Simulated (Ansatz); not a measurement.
## A decomposition energy, worked out: Cd4Te

Theory: Ansatz, DFT PBE, scalar-relativistic, plane waves, PAW. Settings: cutoff 420 eV, Γ-centred meshes spaced at most about 0.3 Å⁻¹, and about 0.25 Å⁻¹ or finer for metals (2π included), Gaussian smearing. No spin polarisation.

Energies over the elements count from the elements' standard structures at the same level, with no fitted energy shifts.

Temperature and zero-point effects are left out. Spin–orbit coupling, which can matter for Te, is left out. The reference form of Te is held partly by dispersion forces, which this level lacks.

A trial structure of Cd4Te (reached from: random cell; relaxed: space group F-43m (No. 216), a = 8.478 Å) has a formation energy of 0.161 eV/atom. At its composition the lowest mixture among the elements and 1 reference phase computed alike (others may be missing) consists of these:

| phase | source | ΔE_f (eV/atom) |
| --- | --- | --- |
| Cd (solid) | element | -0.006 |
| CdTe (F-43m) | COD | -0.464 |

The lowest database cell of Cd (-0.006) lies slightly below the reference, hence the non-zero entry.

Q: Write the balanced decomposition and find its energy per atom, per formula unit and per mole of formula units.

A: Balancing Cd and Te gives Cd4Te → 3 Cd + CdTe. The left side holds 5 atoms, and the products take 3/5 (Cd) and 2/5 (CdTe) of them. The mixture therefore lies at 3/5 × (-0.006) + 2/5 × (-0.464) = -0.189 eV/atom. The reaction energy is -0.189 − (0.161) = -0.350 eV/atom. Times 5 atoms that is -1.750 eV per Cd4Te, and times 96.485 it is -169 kJ per mole of Cd4Te. Decomposition is downhill, so the trial structure is unstable against this mixture.
